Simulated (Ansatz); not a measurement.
## Pb (hcp)

Computed with Ansatz (plane waves, PAW, 420 eV cutoff): PBE, scalar-relativistic, no spin polarisation, 14×14×8 k-mesh, Gaussian smearing of 0.05 eV; PAW files: Ansatz's generated set soft_2.

```yaml
crystal:
  lattice:
    - [3.53936, 0.00000, 0.00000]
    - [-1.76968, 3.06517, 0.00000]
    - [0.00000, 0.00000, 5.85911]
  atoms:
    - { symbol: Pb, position: [0.33333, 0.66667, 0.75000] }
    - { symbol: Pb, position: [0.66667, 0.33333, 0.25000] }
```

At room temperature and ambient pressure Pb is fcc.

Q: Which orbitals carry the states at the Fermi level, and how many states are there?

A: Within 0.1 eV of it: Pb 6p 90 %, Pb 6s 10 % (shares among the projected shells). The density of states at the Fermi level is about 1.2 states/eV per cell, averaged over 0.3 eV.

Density of states (tetrahedra, averaged over 0.4 eV; states/eV per cell of 2 atoms; energy in eV from the Fermi level; projections on Löwdin-orthogonalised atomic orbitals, summed over sites):

```tsv
E	total	Pb 6p	Pb 6s
-6.45	0.00	0.00	0.00
-6.05	0.00	0.00	0.00
-5.65	0.00	0.00	0.00
-5.25	0.00	0.00	0.00
-4.85	0.00	0.00	0.00
-4.45	0.00	0.00	0.00
-4.05	0.00	0.00	0.00
-3.65	0.12	0.11	0.00
-3.25	0.60	0.57	0.02
-2.85	1.07	0.99	0.07
-2.45	1.54	1.41	0.10
-2.05	1.41	1.25	0.14
-1.65	1.03	0.87	0.15
-1.25	1.19	1.01	0.16
-0.85	1.02	0.86	0.14
-0.45	1.14	0.98	0.13
-0.05	1.22	1.07	0.12
0.35	1.08	0.95	0.10
0.75	1.20	1.07	0.10
1.15	1.13	1.01	0.09
1.55	1.18	1.05	0.08
1.95	1.40	1.25	0.07
2.35	1.53	1.38	0.06
2.75	1.52	1.36	0.05
3.15	1.49	1.33	0.04
3.55	1.53	1.36	0.04
3.95	1.61	1.43	0.03
```

Spin–orbit coupling, which matters for such heavy elements, is left out.
